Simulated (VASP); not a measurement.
# Li (a cell with a defect) in VASP: further runs

One crystal, Li (a cell with a defect), is run at these levels: PBE+D3(BJ); tasks: single point.

Program: VASP 6.6.1. These are calculated values, not measurements. Logs are shortened: lines on timing, memory, paths and dates and some standing lists are left out, and cuts for length are marked.

### 1 Starting point

The cell holds a defect, 17 atoms: a = 6.980 Å, b = 6.980 Å, c = 6.980 Å, α = 90.00°, β = 90.00°, γ = 90.00°.

The cell was built by a generator and needn't be a form met in nature.

### 2 Single point, PBE+D3(BJ)

The input, INCAR:

```
  ALGO = Fast
  EDIFF = 1E-7
  ENCUT = 520
  GGA = PE
  ISIF = 2
  ISMEAR = 0
  IVDW = 12
  LASPH = True
  LCHARG = False
  LREAL = Auto
  LWAVE = False
  NBANDS = 40
  NELM = 100
  PREC = Accurate
  SIGMA = 0.15
```

The input, KPOINTS:

```
k-points
0
Gamma
  3 3 3
```

The input, POSCAR:

```
Li
1.0
    6.9800000000      0.0000000000      0.0000000000
    0.0000000000      6.9800000000      0.0000000000
    0.0000000000      0.0000000000      6.9800000000
Li
17
Direct
    0.0196869628      0.0209022923      0.0015000000
    0.5110538682      0.0224044413     -0.0038895415
    0.0126805158      0.5304452722     -0.0153181948
    0.0586151862      0.0013508596      0.4484107450
    0.2118531519      0.2908186246      0.2793790831
    0.4594391117      0.4135297994      0.0519325215
    0.4978315186      0.0340080229      0.4712911175
    0.7784843840      0.2685767908      0.2561518625
   -0.0016809456      0.5465148997      0.5107578797
    0.2834329513      0.7489391117      0.2210767908
    0.2490376791      0.2657467049      0.7313385387
    0.5121372493      0.5227108883      0.4925896848
    0.7578679083      0.7639226361      0.2427616046
    0.7705934097      0.2714095989      0.7345680516
    0.2667223496      0.7716660458      0.7434829513
    0.6363191977      0.6452638968      0.8664193410
    0.8110203438     -0.1237952722      0.6766752149
```

Potentials or basis: VASP PAW PBE potentials, release 64 (Li_sv).

Started as:

```bash
cat potpaw_PBE.64/Li_sv/POTCAR > POTCAR
mpirun -np 1 vasp_std > vasp.out
```

OUTCAR:

```text
EDIFF = 1E-7
   ENCUT = 520
   GGA = PE
   ISIF = 2
   ISMEAR = 0
   IVDW = 12
   LASPH = True
   LREAL = Auto
   NELM = 100
   PREC = Accurate
 IVDW          = 12

 ion  position               nearest neighbor table
   1  0.020  0.021  0.002-
   2  0.511  0.022  0.996-
   3  0.013  0.530  0.985-
   4  0.059  0.001  0.448-  17 2.51   5 2.57
   5  0.212  0.291  0.279-   6 2.50   4 2.57
   6  0.459  0.414  0.052-  16 2.41   5 2.50
   7  0.498  0.034  0.471-
   8  0.778  0.269  0.256-
   9  0.998  0.547  0.511-
  10  0.283  0.749  0.221-
  11  0.249  0.266  0.731-
  12  0.512  0.523  0.493-
  13  0.758  0.764  0.243-
  14  0.771  0.271  0.735-
  15  0.267  0.772  0.743-
  16  0.636  0.645  0.866-   6 2.41  17 2.42
  17  0.811  0.876  0.677-  16 2.42   4 2.51

  LATTYP: Found a simple cubic cell.
 ALAT       =     6.9800000000

  Lattice vectors:

 A1 = (   6.9800000000,   0.0000000000,   0.0000000000)
 A2 = (   0.0000000000,   6.9800000000,   0.0000000000)
 A3 = (   0.0000000000,   0.0000000000,   6.9800000000)

Analysis of symmetry for initial positions (statically):
=====================================================================
 Subroutine PRICEL returns:
 Original cell was already a primitive cell.

 Routine SETGRP: Setting up the symmetry group for a
 simple cubic supercell.

 Subroutine GETGRP returns: Found  1 space group operations
 (whereof  1 operations were pure point group operations)
 out of a pool of 48 trial point group operations.

The static configuration has the point symmetry C_1 .

Analysis of symmetry for dynamics (positions and initial velocities):
=====================================================================
 Subroutine PRICEL returns:
 Original cell was already a primitive cell.

 Routine SETGRP: Setting up the symmetry group for a
 simple cubic supercell.

 Subroutine GETGRP returns: Found  1 space group operations
 (whereof  1 operations were pure point group operations)
 out of a pool of 48 trial point group operations.

The dynamic configuration has the point symmetry C_1 .

 Subroutine INISYM returns: Found  1 space group operations
 (whereof  1 operations are pure point group operations),
 and found     1 'primitive' translations

----------------------------------------------------------------------------------------

                                     Primitive cell

  volume of cell :     340.0684

  direct lattice vectors                    reciprocal lattice vectors
     6.980000000  0.000000000  0.000000000     0.143266476  0.000000000  0.000000000
     0.000000000  6.980000000  0.000000000     0.000000000  0.143266476  0.000000000
     0.000000000  0.000000000  6.980000000     0.000000000  0.000000000  0.143266476

  length of vectors
     6.980000000  6.980000000  6.980000000     0.143266476  0.143266476  0.143266476

  position of ions in fractional coordinates (direct lattice)
     0.019686963  0.020902292  0.001500000
     0.511053868  0.022404441  0.996110458
     0.012680516  0.530445272  0.984681805
     0.058615186  0.001350860  0.448410745
     0.211853152  0.290818625  0.279379083
     0.459439112  0.413529799  0.051932521
[... 9 lines left out ...]
     0.636319198  0.645263897  0.866419341
     0.811020344  0.876204728  0.676675215

  ion indices of the primitive-cell ions
   primitive index   ion index
                 1           1
                 2           2
                 3           3
                 4           4
                 5           5
                 6           6
[... 9 lines left out ...]
                16          16
                17          17

----------------------------------------------------------------------------------------

 KPOINTS: k-points

Automatic generation of k-mesh.
 Grid dimensions read from file:
 generate k-points for:    3    3    3

 Generating k-lattice:

  Cartesian coordinates                     Fractional coordinates (reciprocal lattice)
     0.047755492  0.000000000  0.000000000     0.333333333  0.000000000  0.000000000
     0.000000000  0.047755492  0.000000000     0.000000000  0.333333333  0.000000000
     0.000000000  0.000000000  0.047755492     0.000000000  0.000000000  0.333333333

  Length of vectors
     0.047755492  0.047755492  0.047755492

  Shift w.r.t. Gamma in fractional coordinates (k-lattice)
     0.000000000  0.000000000  0.000000000

 Subroutine IBZKPT returns following result:
 ===========================================

 Found     14 irreducible k-points:

 Following reciprocal coordinates:
            Coordinates               Weight
  0.000000  0.000000  0.000000      1.000000
  0.333333  0.000000  0.000000      2.000000
  0.000000  0.333333  0.000000      2.000000
  0.000000  0.000000  0.333333      2.000000
  0.333333  0.333333  0.000000      2.000000
  0.000000  0.333333  0.333333      2.000000
  0.333333  0.000000  0.333333      2.000000
 -0.333333  0.333333  0.000000      2.000000
[... 60 lines left out ...]
 maximum number of plane-waves:      9180
 NGX is ok and might be reduce to    54
   NGX = 25   NGY = 25   NGZ = 25

 number of electron      51.0000006 magnetization

 Free energy of the ion-electron system (eV)
  ---------------------------------------------------
  ext. energy  EPLUGINS =         0.00000000
  ---------------------------------------------------
  free energy    TOTEN  =       -31.79222538 eV

  energy without entropy =      -31.71119442  energy(sigma->0) =      -31.75170990

 E-fermi :   0.5918     XC(G=0):  -7.0715

 val. band max:        0.5701998931   @ k =  -0.3333   0.0000   0.3333
 cond. band min:       0.6023975138   @ k =   0.3333   0.0000   0.3333
 fundamental gap:      0.0321976207
 Fermi energy:         0.5918096965

 k-point     1 :       0.0000    0.0000    0.0000
  band No.  band energies     occupation
      1     -46.0126      2.00000
      2     -45.9690      2.00000
      3     -45.9533      2.00000
      4     -45.9228      2.00000
      5     -45.9189      2.00000
      6     -45.9064      2.00000
[... 29 lines left out ...]
     36       3.7322      0.00000
     37       3.7699      0.00000

 k-point     2 :       0.3333    0.0000    0.0000
  band No.  band energies     occupation
      1     -46.0125      2.00000
      2     -45.9693      2.00000
      3     -45.9531      2.00000
      4     -45.9228      2.00000
      5     -45.9189      2.00000
      6     -45.9063      2.00000
[... 29 lines left out ...]
     36       3.7521      0.00000
     37       3.8081      0.00000

 k-point     3 :       0.0000    0.3333    0.0000
  band No.  band energies     occupation
      1     -46.0124      2.00000
      2     -45.9695      2.00000
      3     -45.9532      2.00000
      4     -45.9227      2.00000
      5     -45.9189      2.00000
      6     -45.9063      2.00000
[... 29 lines left out ...]
     36       3.7710      0.00000
     37       3.8940      0.00000

 k-point     4 :       0.0000    0.0000    0.3333
  band No.  band energies     occupation
      1     -46.0125      2.00000
      2     -45.9693      2.00000
      3     -45.9531      2.00000
      4     -45.9226      2.00000
      5     -45.9193      2.00000
      6     -45.9062      2.00000
[... 29 lines left out ...]
     36       3.7416      0.00000
     37       3.7779      0.00000
[... 282 lines left out ...]
  band No.  band energies     occupation
      1     -46.0123      2.00000
      2     -45.9694      2.00000
      3     -45.9533      2.00000
      4     -45.9226      2.00000
      5     -45.9192      2.00000
      6     -45.9061      2.00000
[... 29 lines left out ...]
     36       3.6971      0.00000
     37       3.8870      0.00000

 k-point    13 :      -0.3333   -0.3333    0.3333
  band No.  band energies     occupation
      1     -46.0123      2.00000
      2     -45.9693      2.00000
      3     -45.9534      2.00000
      4     -45.9226      2.00000
      5     -45.9192      2.00000
      6     -45.9061      2.00000
[... 29 lines left out ...]
     36       3.8690      0.00000
     37       3.9604      0.00000

 k-point    14 :       0.3333   -0.3333    0.3333
  band No.  band energies     occupation
      1     -46.0123      2.00000
      2     -45.9694      2.00000
      3     -45.9533      2.00000
      4     -45.9227      2.00000
      5     -45.9192      2.00000
      6     -45.9061      2.00000
[... 29 lines left out ...]
     36       3.5560      0.00000
     37       3.9527      0.00000
 [bands above 37 left out]

------------------------ aborting loop because EDIFF is reached ----------------------------------------

 Edisp (eV)   -2.91922

 E8    (eV) :    -1.2180

  FORCE on cell =-STRESS in cart. coord.  units (eV):
  Direction    XX          YY          ZZ          XY          YZ          ZX
  --------------------------------------------------------------------------------------
  -------------------------------------------------------------------------------------
  Total      -2.60307    -2.07423    -2.73090     0.59505    -0.60766    -0.48698
  in kB     -12.26394    -9.77242   -12.86618     2.80349    -2.86288    -2.29434
  external pressure =      -11.63 kB  Pullay stress =        0.00 kB

 VOLUME and BASIS-vectors are now :
 -----------------------------------------------------------------------------
  energy-cutoff  :      520.00
  volume of cell :      340.07
      direct lattice vectors                 reciprocal lattice vectors
     6.980000000  0.000000000  0.000000000     0.143266476  0.000000000  0.000000000
     0.000000000  6.980000000  0.000000000     0.000000000  0.143266476  0.000000000
     0.000000000  0.000000000  6.980000000     0.000000000  0.000000000  0.143266476

 POSITION                                       TOTAL-FORCE (eV/Angst)
 -----------------------------------------------------------------------------------
      0.13742      0.14590      0.01047         0.001698      0.000901     -0.001056
      3.56716      0.15638      6.95285        -0.004196     -0.004744      0.003481
      0.08851      3.70251      6.87308        -0.003038      0.001574     -0.001784
      0.40913      0.00943      3.12991        -0.001595     -0.003136     -0.003585
      1.47874      2.02991      1.95007         0.003092      0.002979      0.002385
      3.20688      2.88644      0.36249        -0.009971      0.004079     -0.005810
[... 9 lines left out ...]
      4.44151      4.50394      6.04761         0.010868     -0.003421      0.005274
      5.66092      6.11591      4.72319         0.003266      0.004978     -0.000074
 -----------------------------------------------------------------------------------
    total drift:                                0.014797     -0.010733      0.002589

  FREE ENERGIE OF THE ION-ELECTRON SYSTEM (eV)
  ---------------------------------------------------
  free  energy   TOTEN  =       -34.7114417438 eV

  energy  without entropy=      -34.6304107867  energy(sigma->0) =      -34.67092627
```

Wall time 7.3 min (1 thread of Intel Xeon Platinum 8488C (Sapphire Rapids), shared host); peak memory 0.42 GiB.

What came out:

```yaml
Free_energy: -34.7114 eV
Largest_force: 0.013 eV/Å
Band_gap_on_the_k_mesh: none (metal or under the smearing width)
Dispersion_energy_per_atom: -0.172 eV
```

Forces in eV/Å, atoms in the order of the input:
```
Li   0.002  0.001 -0.001
Li  -0.004 -0.005  0.003
Li  -0.003  0.002 -0.002
Li  -0.002 -0.003 -0.004
Li   0.003  0.003  0.002
Li  -0.010  0.004 -0.006
Li   0.003 -0.005  0.001
Li  -0.001 -0.001 -0.002
Li   0.000  0.000  0.003
Li  -0.003  0.001  0.001
Li   0.001 -0.003  0.001
Li   0.003 -0.003  0.003
Li  -0.001  0.000 -0.007
Li   0.001  0.007  0.003
Li  -0.003  0.000 -0.003
Li   0.011 -0.003  0.005
Li   0.003  0.005  0.000
```

Caveat: the cutoff is under 1.25 times the usual one of these potentials, so pressure, stress and relaxed cells hold a basis-set (Pulay) error.

### 3 Single point, PBE+D3(BJ)

The input, INCAR:

```
SYSTEM = Li
PREC = Accurate ; ENCUT = 520
EDIFF = 1E-6 ; ISMEAR = 0
SIGMA = 0.15 ; LREAL = Auto
LASPH = .True. ; NELM = 100
ALGO = Fast ; ISIF = 2
LWAVE = .False. ; LCHARG = .True.
GGA = PE ; IVDW = 12
LELF = .True. ; LVHAR = .True.
NBANDS = 40
```

The input, KPOINTS:

```
Automatic mesh
0
Gamma
  3 3 3
  0 0 0
```

The input, POSCAR:

```
Li
1.0
    6.9800000000      0.0000000000      0.0000000000
    0.0000000000      6.9800000000      0.0000000000
    0.0000000000      0.0000000000      6.9800000000
Li
17
Direct
    0.0027034384      0.0169176218      0.0032681948
    0.5054087393      0.0256961318      0.0035061605
   -0.0141535817      0.5250723496     -0.0089273639
    0.0862914040      0.0178481375      0.4490277937
    0.2255508596      0.2916290831      0.2444567335
    0.5108915473      0.4297166189      0.0600339542
    0.4950173352      0.0213660458      0.4901060172
    0.7813243553      0.2449422636      0.2820709169
    0.0015267908      0.5328041547      0.5025414040
    0.2754107450      0.7444515759      0.2157497135
    0.2517994269      0.2747823782      0.7516393983
    0.5026361032      0.5153034384      0.4914414040
    0.7549797994      0.7672468481      0.2496136103
    0.7640406877      0.2700272206      0.7377936963
    0.2486590258      0.7623653295      0.7570137536
    0.6277644699      0.6752720630      0.8409737822
    0.8370908309     -0.1215935530      0.6585275072
```

Potentials or basis: VASP PAW PBE potentials, release 64 (Li_sv).

Started as:

```bash
cat potpaw_PBE.64/Li_sv/POTCAR > POTCAR
mpirun -np 1 vasp_std > vasp.out
```

Run time: 5.1 min. Hardware: 1 thread of Intel Xeon Platinum 8488C (Sapphire Rapids), shared host; peak memory 0.42 GiB.

It converged, with:

```yaml
Free_energy: -34.7119 eV
Largest_force: 0.016 eV/Å
Band_gap_on_the_k_mesh: none (metal or under the smearing width)
Dispersion_energy_per_atom: -0.172 eV
```

Forces in eV/Å, atoms in the order of the input:
```
Li  -0.007  0.004 -0.001
Li  -0.007  0.004 -0.002
Li  -0.009 -0.002  0.008
Li   0.003  0.001  0.003
Li  -0.001 -0.004 -0.003
Li  -0.001  0.002  0.001
Li  -0.004 -0.001  0.004
Li   0.005 -0.005  0.005
Li  -0.008  0.003 -0.003
Li   0.005 -0.004 -0.001
Li   0.006  0.003  0.003
Li  -0.003  0.005  0.002
Li   0.006 -0.002 -0.008
Li  -0.001 -0.002  0.002
Li   0.006 -0.004 -0.002
Li   0.010 -0.004 -0.012
Li   0.001  0.007  0.006
```

Levels at points of the mesh, in eV from the Fermi level:
| k point | band 21 | band 22 | band 23 | band 24 | band 25 | band 26 | band 27 | band 28 | band 29 | band 30 |
| --- | --- | --- | --- | --- | --- | --- | --- | --- | --- | --- |
| (0.00, 0.00, 0.00) | -1.18 | -1.16 | -1.15 | -1.14 | 0.04 | 0.08 | 0.35 | 0.37 | 0.39 | 0.44 |

Caveat: the cutoff is under 1.25 times the usual one of these potentials, so pressure, stress and relaxed cells hold a basis-set (Pulay) error.

### 4 Single point, PBE+D3(BJ)

The input, INCAR:

```
SYSTEM = Li
PREC = Accurate
ENCUT = 520
EDIFF = 1E-7
ISMEAR = 0
SIGMA = 0.15
LREAL = Auto
LASPH = .True.
NELM = 100
ALGO = Fast
ISIF = 2
LWAVE = .False.
LCHARG = .False.
GGA = PE
IVDW = 12
NBANDS = 40
```

The input, KPOINTS:

```
regular mesh
0
Gamma
  3 3 3
  0 0 0
```

The input, POSCAR:

```
Li
1.0
    6.9800000000      0.0000000000      0.0000000000
    0.0000000000      6.9800000000      0.0000000000
    0.0000000000      0.0000000000      6.9800000000
Li
17
Direct
   -0.0112444126     -0.0015703438      0.0151143266
    0.5098809456      0.0209573066      0.0060568768
   -0.0264687679      0.5373574499     -0.0001204871
    0.1063561605      0.0511405444      0.4460117479
    0.2283948424      0.2939687679      0.2065987106
    0.5243601719      0.4563116046      0.0517972779
    0.4992277937      0.0213107450      0.5106975645
    0.7758915473      0.2400989971      0.2832504298
    0.0048573066      0.5194285100      0.5005482808
    0.2726792264      0.7477080229      0.2345290831
    0.2420124642      0.2702989971      0.7726593123
    0.4819474212      0.4803830946      0.4920865330
    0.7413773639      0.7612177650      0.2697194842
    0.7698826648      0.2673892550      0.7494511461
    0.2489170487      0.7539922636      0.7656855301
    0.6384859599      0.6841488539      0.7984459885
    0.8722322350     -0.1108607450      0.6460137536
```

Started as:

```bash
cat potpaw_PBE.64/Li_sv/POTCAR > POTCAR
mpirun -np 1 vasp_std > vasp.out
```

Run time: 6.9 min. Hardware: 1 thread of Intel Xeon Platinum 8488C (Sapphire Rapids), shared host; peak memory 0.42 GiB.

Results (log left out):

```yaml
Free_energy: -34.7114 eV
Largest_force: 0.007 eV/Å
Band_gap_on_the_k_mesh: none (metal or under the smearing width)
Dispersion_energy_per_atom: -0.172 eV
```

Forces on the atoms (eV/Å):
```
Li  -0.001  0.001 -0.001
Li  -0.003 -0.003 -0.002
Li   0.001  0.000 -0.006
Li   0.005 -0.001 -0.002
Li   0.005  0.001  0.000
Li  -0.004  0.000  0.004
Li  -0.003 -0.005 -0.002
Li   0.003  0.003  0.002
Li  -0.006  0.001  0.002
Li   0.003 -0.005  0.003
Li  -0.001 -0.005 -0.003
Li  -0.001  0.007  0.002
Li   0.007  0.001  0.000
Li  -0.001 -0.001  0.000
Li   0.000  0.002 -0.001
Li  -0.001  0.001  0.005
Li  -0.004  0.003  0.000
```

Levels at points of the mesh, in eV from the Fermi level:
| k point | band 23 | band 24 | band 25 | band 26 | band 27 | band 28 |
| --- | --- | --- | --- | --- | --- | --- |
| (0.00, 0.00, 0.00) | -1.16 | -1.14 | 0.04 | 0.08 | 0.35 | 0.38 |

Caveat: the cutoff is under 1.25 times the usual one of these potentials, so pressure, stress and relaxed cells hold a basis-set (Pulay) error.
